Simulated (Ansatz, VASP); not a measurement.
**Two plane-wave programs on V**

Contents of INCAR:

```
SYSTEM = V
PREC = Accurate ; ENCUT = 520
EDIFF = 1E-6 ; ISMEAR = -1
SIGMA = 0.1 ; LREAL = .FALSE.
LASPH = .TRUE. ; NELM = 150
ALGO = Normal ; ISIF = 2
LWAVE = .FALSE. ; LCHARG = .FALSE.
ISPIN = 2 ; MAGMOM = 3 3
LORBIT = 11 ; LMAXMIX = 4
GGA = PE ; NBANDS = 24
```

KPOINTS

```
Automatic mesh
0
G
  9 9 9
  0 0 0
```

Contents of POSCAR:

```
V
1.0
    3.0267000000      0.0000000000      0.0000000000
    0.0000000000      3.0267000000      0.0000000000
    0.0000000000      0.0000000000      3.0267000000
V
2
Direct
    0.0000000000      0.0000000000      0.0000000000
    0.5000000000      0.5000000000      0.5000000000
```

Input for Ansatz:

```yaml
crystal:
  lattice:
    - [3.0267, 0.0, 0.0]
    - [0.0, 3.0267, 0.0]
    - [0.0, 0.0, 3.0267]
  atoms:
    - { symbol: V, position: [0.0, 0.0, 0.0], spin: 3.0 }
    - { symbol: V, position: [0.5, 0.5, 0.5], spin: 3.0 }
magnetization:
  spin_polarized: true
hamiltonian:
  xc: pbe
  pseudopotentials: { kind: paw }
basis:
  ecutwfc: 420
kpoints:
  mp_grid: { grid: [9, 9, 9] }
scf:
  occupations: { method: fermi_dirac, width: 0.1 }
  lower_state_search: "off"
output:
  forces: true
  stress: true
```

Change from the starting cell: parallel moments scaled by 1.5, plain SCF.

Alike in both runs: task single point; functional PBE; k mesh 9 × 9 × 9; occupations fermi-dirac, width 0.1 eV; collinear spin.

|  | VASP | Ansatz |
| --- | --- | --- |
| version | VASP 6.6.1 | Ansatz 0.2.0 |
| potentials or method | VASP PAW PBE potentials, release 64 (V_sv) | PAW, plane waves, scalar-relativistic |
| plane-wave cutoff (eV) | 520 | 420 |
| valence electrons in the cell | 26 | 26 |

Ansatz gave:

* pressure (GPa): -4.8
* net moment per atom (μB): 0.00

Q: Estimate VASP's values.

A: Pressure (GPa): -4.6; net moment per atom (μB): 0.00.

Ansatz warned: «seeded_moment_not_kept».
